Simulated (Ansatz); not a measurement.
# SrO: the cell at several levels of theory

One table from this session's results is given with a row withheld; the runs are named, their logs left out.

Program: Ansatz 0.2.0. PAW datasets, plane waves, zero pressure. Note: simulated data, non-magnetic, for a generated structure that need not be the stable one.

**The system as given**

Space group Pm-3m (No. 221), cubic; conventional cell a = 3.113 Å, 15.09 Å³ an atom. Around Sr lie 8 O at 2.70 Å; around O lie 8 Sr at 2.70 Å.

Structure file:

Space group Pm-3m (No. 221). a = 3.113 Å, b = 3.113 Å, c = 3.113 Å, α = 90.00°, β = 90.00°, γ = 90.00°
```csv
atom,site,symmetry,x,y,z
Sr,1a,m-3m,0.0000,0.0000,0.0000
O,1b,m-3m,0.5000,0.5000,0.5000
```

Set-up of the first run:

input.yaml

```yaml
crystal:
  lattice:
    - [3.1131500164, 0.0, 0.0]
    - [0.0, 3.1131500164, 0.0]
    - [0.0, 0.0, 3.1131500164]
  atoms:
    - { symbol: Sr, position: [0.0, 0.0, 0.0] }
    - { symbol: O, position: [0.5, 0.5, 0.5] }
kpoints:
  mp_grid: { grid: [8, 8, 8] }
hamiltonian:
  xc: pbe
scf:
  occupations: { method: fermi_dirac, width: 0.02 }
relax:
  f_tol: 0.005
  cell: {}
```

Started as:

```
$ ansatz run input.yaml --threads 2 --pin off --max-ram 2211MiB --backend cpu --events-out ev --progress --plain --runs-dir out
```

Among the steps run: Relaxing with PBE; Relaxation with r2SCAN; Relaxing with PBEsol; Relaxation with LDA; HSE06: cell and atoms.

One of the session's tables, all rows but one given; the rest of the session is left out.

| level | a (Å) | volume (Å³/atom) |
| --- | --- | --- |
| PBE | 3.134 | 15.385 |
| r2SCAN | 3.103 | 14.937 |
| PBEsol | ? | ? |
| LDA | 3.040 | 14.043 |
| HSE06 | 3.100 | 14.899 |

**Question.** Estimate the row for PBEsol.

**Answer.** a (Å): 3.080; volume (Å³/atom): 14.604. In the column «a (Å)» it lies between LDA (3.040) and HSE06 (3.100).

What this shows: From the start to the first minimum the volume moved by +2.0 %. LDA gives the smallest cell and PBE the largest; they differ by 9.6 % in volume, a mean of 3.1 % in length. The meshes differ: PBE 8×8×8, r2SCAN 8×8×8, PBEsol 8×8×8, LDA 8×8×8, HSE06 6×6×6.
